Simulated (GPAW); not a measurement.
# GaN (P6_3mc) in GPAW: settings compared

The runs below take GaN through band structure, equation of state, with SOGGA, PBE.

Everything below comes from runs of GPAW 26.7.0. Logs are shortened: lines on timing, memory, paths and dates and some standing lists are left out, and cuts for length are marked. The log counts tension as positive stress, the text compression.

**Measured values to compare with.**

From “Studying electronic properties in GaN without electrical contacts using γ-γ vs e−-γ Perturbed Angular Correlations”, 2019, pmc:6823545, for a bulk crystal of GaN: band gap 3.503 ± 0.005 eV (direct).

The runs below are set against these values where they give the same quantity.

### Step 1. The crystal as given

It takes space group P6_3mc (No. 186, hexagonal). The conventional cell has a = 3.180 Å, b = 3.180 Å, c = 5.166 Å, α = 90.00°, β = 90.00°, γ = 120.00°. Ga (site symmetry 3m) has 4 N at 1.94 to 1.95 Å as nearest neighbours. N (site symmetry 3m) has 4 Ga at 1.94 to 1.95 Å as nearest neighbours.

### Step 2. Band structure, SOGGA, spin-orbit coupling, no magnetisation

The input, run.py:

```python
import numpy as np
from ase.dft.bandgap import bandgap
from ase.io import read, write
from ase.units import GPa
from gpaw import GPAW, PW, setup_paths
from gpaw.spinorbit import soc_eigenstates

setup_paths.insert(0, '.')

atoms = read('GaN.xyz')

calc = GPAW(mode=PW(800),
            xc='GGA_X_SOGGA+GGA_C_PBE_SOL',
            kpts={'size': (7, 7, 4), 'gamma': True},
            occupations={'name': 'fermi-dirac', 'width': 0.05},
            nbands=18,
            convergence={'density': 1e-05, 'energy': 1e-05},
            maxiter=150,
            txt='gpaw.txt')
atoms.calc = calc
energy = atoms.get_potential_energy()
forces = atoms.get_forces()
stress = atoms.get_stress()
calc.write('gs.gpw')
write('result.traj', atoms)
print(f'Energy: {energy:.6f} eV')
print('Forces (eV/A):')
print(forces.round(4))
print('Stress (GPa):', (stress / GPa).round(3))
print('Fermi level:', round(calc.get_fermi_level(), 4), 'eV')
print(f'Gap: {bandgap(calc)[0]:.4f} eV, direct: {bandgap(calc, direct=True)[0]:.4f} eV')

path = atoms.cell.bandpath('GMKGALHA,LM,KH', npoints=60, eps=1e-4)
bs_calc = calc.fixed_density(kpts=path, symmetry='off', nbands=29,
                             convergence={'bands': 'CBM+6.0', 'eigenstates': 1e-6}, txt='bands.txt')
bs = bs_calc.band_structure()
bs.write('bs.json')
print(f'Gap on the path: {bandgap(bs_calc)[0]:.4f} eV')

soc = soc_eigenstates(bs_calc, theta=54.7, phi=45)
np.savetxt('soc_bands.dat', soc.eigenvalues(), fmt='%.4f')
mesh = soc_eigenstates('gs.gpw', theta=54.7, phi=45)
np.savetxt('soc_mesh.dat', mesh.eigenvalues(), fmt='%.4f')
print('Fermi level with spin-orbit coupling:', round(mesh.fermi_level, 4), 'eV')
```

The input, GaN.xyz:

```xyz
4
Lattice="3.1800000000 0.0000000000 0.0000000000 -1.5900000000 2.7539607840 0.0000000000 0.0000000000 0.0000000000 5.1660000000" Properties=species:S:1:pos:R:3 pbc="T T T"
Ga     1.5900000002      0.9179869279      2.5830000000
Ga    -0.0000000002      1.8359738561      0.0000000000
N      1.5900000002      0.9179869279      4.5202500000
N     -0.0000000002      1.8359738561      1.9372500000
```

Potentials or basis: PAW data sets generated in the run's folder for this functional, pw.

Command:

```bash
$ gpaw-setup -f GGA_X_SOGGA+GGA_C_PBE_SOL Ga N
$ OMP_NUM_THREADS=1 python run.py
```

gpaw.txt:

```text
__  _  _
 | _ |_)|_||  |
 |__||  | ||/\| - 26.7.0

Input parameters:
  mode=PW(ecut=800.0),
  convergence={'density': 1e-05, 'energy': 1e-05},
  kpts=MonkhorstPack(size=(7, 7, 4), gamma=True),
  maxiter=150,
  nbands=18,
  occupations=Occupations(name='fermi-dirac', width=0.05),
  xc=XC(name='GGA_X_SOGGA+GGA_C_PBE_SOL')

Diagonalizing LCAO Hamiltonian
Converting LCAO to pw mode

           N

           Ga
        N

        Ga

Atoms  # Å, Bohr magnetons
|   | symbol |         x |        y |        z |    initial magnetic moments |
|---|--------|-----------|----------|----------|-----------------------------|
| 0 |     Ga |  1.590000 | 0.917987 | 2.583000 | ( 0.0000,  0.0000,  0.0000) |
| 1 |     Ga | -0.000000 | 1.835974 | 0.000000 | ( 0.0000,  0.0000,  0.0000) |
| 2 |      N |  1.590000 | 0.917987 | 4.520250 | ( 0.0000,  0.0000,  0.0000) |
| 3 |      N | -0.000000 | 1.835974 | 1.937250 | ( 0.0000,  0.0000,  0.0000) |

Unit cell  # Å
| periodic |         x |        y |        z |  lengths |     angles |
|----------|-----------|----------|----------|----------|------------|
|      yes |  3.180000 | 0.000000 | 0.000000 | 3.180000 |  90.000000 |
|      yes | -1.590000 | 2.753961 | 0.000000 | 3.180000 |  90.000000 |
|      yes |  0.000000 | 0.000000 | 5.166000 | 5.166000 | 120.000000 |

Number of symmetries: 6
Symmetry operations  # r_c * U_cc + t_c -> r_c
|   | kind |            matrix            |
|---|------|------------------------------|
| 0 |  σ   |  1, 1, 0,  0,-1, 0,  0, 0, 1 |
| 1 |  E   |  1, 0, 0,  0, 1, 0,  0, 0, 1 |
| 2 |  C3  |  0, 1, 0, -1,-1, 0,  0, 0, 1 |
| 3 |  σ   |  0,-1, 0, -1, 0, 0,  0, 0, 1 |
| 4 |  σ   | -1, 0, 0,  1, 1, 0,  0, 0, 1 |
| 5 |  C3  | -1,-1, 0,  1, 0, 0,  0, 0, 1 |

BZ-sampling:
  Number of BZ points: 196
  Number of IBZ points: 28

  Monkhorst-Pack size: [7, 7, 4]
  Monkhorst-Pack shift: [0.0, 0.0, 0.125]

K-points  # in reciprocal-cell coordinates
|     |                                coordinates |     weight |
|-----|--------------------------------------------|------------|
|   0 | (  0.00000000,   0.00000000,   0.00000000) | 0.00510204 |
|   1 | (  0.00000000,   0.00000000,   0.25000000) | 0.01020408 |
|   2 | (  0.00000000,   0.00000000,   0.50000000) | 0.00510204 |
|   3 | (  0.14285714,   0.00000000,  -0.25000000) | 0.03061224 |
|   4 | (  0.14285714,   0.00000000,   0.00000000) | 0.03061224 |
|   5 | (  0.14285714,   0.00000000,   0.25000000) | 0.03061224 |
|   6 | (  0.14285714,   0.00000000,   0.50000000) | 0.03061224 |
|   7 | (  0.28571429,  -0.14285714,   0.00000000) | 0.03061224 |
|   8 | (  0.28571429,  -0.14285714,   0.25000000) | 0.06122449 |
|   9 | (  0.28571429,  -0.14285714,   0.50000000) | 0.03061224 |
| ... |                                            |            |
|  27 | (  0.42857143,   0.42857143,   0.50000000) | 0.03061224 |

Plane wave coefficients: 2352
Cutoff: 800.0 eV

Spin-components: 1 (collinear spins)
Bands:           18
Projectors:      20
Spin-degeneracy: 2
Datatype:        complex128

Parallelization:
  kpt:    1
  domain: 1
  band:   1

Density:
  Valence electrons: 16.0
  Components: 1
  Grid points: [21 21 35]
  Charge: 0.0  # |e|

Potential:
  Grid points: [21 21 35]

species:
  Ga:
    name:    Gallium
    Z:       31.0
    valence: 3
    core:    28
    charge:  0.0  # [|e|]
    compensation charges:
      type: gauss
      rc: 0.37  # [Å]
      lmax: 2
    cutoffs:
      filter: 2.06  # [Å]
      core: 4.17  # [Å]
    projectors
    | kind |    occ | energy [eV] | rcut [Å] |
    |------|--------|-------------|----------|
    |   4s |  2.000 |      -8.972 |    1.164 |
    |   4p |  1.000 |      -2.585 |    1.164 |
    |    s |        |      18.240 |    1.164 |
    |    p |        |      24.626 |    1.164 |
    |    d |        |       0.000 |    1.164 |

    Using partial waves for Ga as LCAO basis

  N:
    name:    Nitrogen
    Z:       7.0
    valence: 5
    core:    2
    charge:  0.0  # [|e|]
    compensation charges:
      type: gauss
      rc: 0.18  # [Å]
      lmax: 2
    cutoffs:
      filter: 1.11  # [Å]
      core: 0.96  # [Å]
    projectors
    | kind |    occ | energy [eV] | rcut [Å] |
    |------|--------|-------------|----------|
    |   2s |  2.000 |     -18.459 |    0.603 |
    |   2p |  3.000 |      -7.049 |    0.529 |
    |    s |        |       8.752 |    0.603 |
    |    p |        |      20.162 |    0.529 |
    |    d |        |       0.000 |    0.577 |

    Using partial waves for N as LCAO basis

Reference energy: -108639.747375  # eV

eigensolver:
  PPCG
  Converge bands: occupied
  niter=2

density mixing:
  MSR1-Mixer
  Pratt-step length: 0.05
  Maximum mixing coefficient: 0.75
  Old densities: 10
  SVD Regularization: 0.005
  Good broyden scale: 1.0
  Trust region scale: 1.0
  Backstep threshold: 4.0
  History deletion threshold: 6.0
  Fourier metric: weight=20.0, sigma=0.015

occupation numbers:
  Fermi-Dirac:
    width: 0.0500  # eV

poisson solver:
  ecut: 6400.0  # eV

xc functional:
  name: GGA_X_SOGGA+GGA_C_PBE_SOL with 2 nearest neighbor stencil

convergence criteria:
- Maximum integral of absolute [dens]ity change: 1e-05 electrons / valence electron
- Maximum [total energy] change in last 3 cyles: 1e-05 eV / valence electron
- Maximum integral of absolute [eigenst]ate change: 4e-08 eV^2 / valence electron
maximum number of iterations: 150

SCF iterations
|iter     | |      energy | eigst |  dens |
|---------|-|-------------|-------|-------|
|iter:   1| |  -29.693666 | -0.15 |       |
|iter:   2| |  -28.771470 | -1.86 | -0.58 |
|iter:   3| |  -26.250965 | -0.56 | -0.63 |
|iter:   4| |  -26.241105 | -2.90 | -1.31 |
|iter:   5| |  -26.238769 | -3.47 | -1.58 |
|iter:   6| |  -26.238775 | -5.53 | -2.91 |
|iter:   7| |  -26.238787c| -6.29 | -3.25 |
|iter:   8| |  -26.238787c| -7.76c| -4.26 |
|iter:   9| |  -26.238787c| -7.88c| -4.76 |
|iter:  10| |  -26.238787c| -8.47c| -5.06c|

Converged in 10 steps
Energy contributions relative to reference atoms: (reference = -108639.747375)

Energy contributions:
  Kinetic:          70.650569
  Coulomb:         -62.261075
  Zero:              0.295571
  External:          0.000000
  Xc:              -34.923853
  Entropy:          -0.000000
  Spinorbit:         0.000000
  ----------------------------
  Free energy:     -26.238787
  Extrapolated:    -26.238787

dipole moment: (-0.000023, -0.000040, -11.589546)  # |e|*Ang

Fermi level: 7.403
Eigenvalues  # (at kpt = [0.000, 0.000, 0.000])
| band index |      eig [eV] | occ [0-2] |
|------------|---------------|-----------|
|          0 |        -9.575 |     2.000 |
|          1 |        -7.145 |     2.000 |
|          2 |        -0.761 |     2.000 |
|          3 |         5.342 |     2.000 |
|          4 |         5.342 |     2.000 |
|          5 |         6.348 |     2.000 |
[... 8 lines left out ...]
|         14 |        18.170 |     0.000 |
|         15 |        18.170 |     0.000 |
|        ... |               |           |
|         17 |        21.586 |     0.000 |

Gap: 2.034 eV
Transition (v -> c):
  (s=0, k=0, n=7, [0.00, 0.00, 0.00]) -> (s=0, k=0, n=8, [0.00, 0.00, 0.00])
No difference between direct/indirect transitions

Forces  # eV/Ang
|        x |        y |        z |
|----------|----------|----------|
| -0.00000 | -0.00000 | -0.17716 |  # Ga   0
| -0.00000 |  0.00000 | -0.17712 |  # Ga   1
| -0.00000 |  0.00000 |  0.17701 |  # N    2
|  0.00000 |  0.00000 |  0.17665 |  # N    3

Stress tensor  # eV/Ang^3
|         x |         y |         z |
|-----------|-----------|-----------|
| -0.051629 |  0.000000 |  0.000000 |
|  0.000000 | -0.051629 | -0.000000 |
|  0.000000 | -0.000000 | -0.065204 |

# Writing to gs.gpw (mode='')
```

It took 57 s on 1 thread of Arm Neoverse V1, shared host; peak memory 0.32 GiB.

What came out:

| Item | Value |
| --- | --- |
| Free energy | -26.2388 eV |
| Pressure | 9.0 GPa |
| Largest force | 0.177 eV/Å |
| Band gap on the k mesh | 2.03 eV, direct |
| Band gap along the path | 2.03 eV, direct |

Forces in eV/Å, atoms in the order of the input:
```
Ga   0.000  0.000 -0.177
Ga   0.000  0.000 -0.177
N    0.000  0.000  0.177
N    0.000  0.000  0.177
```

Levels at the corners of the path, in eV from the valence-band top:
```
point  band 14  band 15  band 16  band 17  band 18  band 19
    Γ    -0.01     0.00     0.00     2.03     2.03     4.33
    M    -2.33    -0.99    -0.99     5.01     5.01     5.63
    K    -3.07    -2.79    -2.79     5.02     5.02     7.95
    Γ    -0.01     0.00     0.00     2.03     2.03     4.33
    A    -0.54    -0.54    -0.54     4.34     4.34     4.34
    L    -1.94    -1.94    -1.94     4.38     4.38     4.38
    H    -1.50    -1.49    -1.49     6.48     6.48     6.51
    A    -0.54    -0.54    -0.54     4.34     4.34     4.34
    L    -1.94    -1.94    -1.94     4.38     4.38     4.38
    M    -2.33    -0.99    -0.99     5.01     5.01     5.63
    K    -3.07    -2.79    -2.79     5.02     5.02     7.95
    H    -1.50    -1.49    -1.49     6.48     6.48     6.51
```

Caveat: the data sets keep Ga 3d, Li 1s and Be 1s frozen, and some such compounds lay over 1.5 % in volume off other programs; spin-orbit coupling was added after a scalar SCF, so levels and gaps hold it while energy, forces, pressure and moments don't; this program's spin-orbit splittings come out too wide for heavy elements.

### Step 3. Equation of state, PBE

The input, run.py:

```python
from ase.eos import EquationOfState
from ase.io import Trajectory, read
from ase.units import GPa
from gpaw import GPAW, PW, setup_paths

setup_paths.insert(0, '.')

atoms = read('POSCAR')

traj = Trajectory('eos.traj', 'w')
volumes, energies = [], []
for x in [0.94, 0.96, 0.98, 1.0, 1.02, 1.04, 1.06]:
    a = atoms.copy()
    a.set_cell(atoms.cell * x**(1 / 3), scale_atoms=True)
    calc = GPAW(mode=PW(800),
                xc='PBE',
                kpts={'size': (7, 7, 4), 'gamma': True},
                occupations={'name': 'fermi-dirac', 'width': 0.05},
                setups={'Ga': 'jth', 'N': 'jth'},
                nbands=-10,
                convergence={'density': 1e-05, 'energy': 1e-05},
                maxiter=150,
                txt=f'eos-{x:.2f}.txt')
    a.calc = calc
    energies.append(a.get_potential_energy(force_consistent=True))
    volumes.append(a.get_volume())
    p = -a.get_stress()[:3].mean() / GPa
    calc.write(f'eos-{x:.2f}.gpw')
    traj.write(a)
    print(f'{x:.2f} {volumes[-1]:10.4f} A^3 {energies[-1]:14.6f} eV {p:9.3f} GPa', flush=True)

v0, e0, B = EquationOfState(volumes, energies, eos='birchmurnaghan').fit()
print(f'V0 = {v0:.4f} A^3, E0 = {e0:.6f} eV, B0 = {B / GPa:.2f} GPa')
```

The input, POSCAR:

```
GaN
1.0
    3.1800000000      0.0000000000      0.0000000000
   -1.5900000000      2.7539607840      0.0000000000
    0.0000000000      0.0000000000      5.1660000000
Ga N
2 2
Direct
    0.6666666667      0.3333333333      0.5000000000
    0.3333333333      0.6666666667      0.0000000000
    0.6666666667      0.3333333333      0.8750000000
    0.3333333333      0.6666666667      0.3750000000
```

Potentials or basis: JTH PAW 2.0, PBE, pw.

Command:

```bash
$ OMP_NUM_THREADS=1 python run.py
```

Run time: 4.7 min. Hardware: 1 thread of Arm Neoverse V1, shared host; peak memory 0.35 GiB.

The run converged. Its results:

| Item | Value |
| --- | --- |
| Equilibrium volume | 11.80 Å³/atom |
| Bulk modulus at fixed shape and positions | 170 GPa |
| Pressure derivative of the bulk modulus | 4.6 (rough: it moves with the points fitted) |

Energy against volume, from the lowest point:
```csv
volume (Å³/atom),energy (meV/atom)
10.632,73.63
10.858,45.98
11.084,25.41
11.310,11.28
11.537,3.04
11.763,0.00
11.989,1.50
```

Caveat: the program truncates these outside data sets; the cell was scaled at fixed shape and fractional positions, which overstates the stiffness of a crystal with free parameters, most of all of layers and chains.

### Step 4. Against experiment

Step 2. A measured gap of GaN is 3.503 eV (direct; quoted in “Studying electronic properties in GaN without electrical contacts using γ-γ vs e−-γ Perturbed Angular Correlations”, 2019, pmc:6823545); the calculated 2.03 eV misses it by -1.48 eV. The value is that of SOGGA, without temperature or zero-point motion.
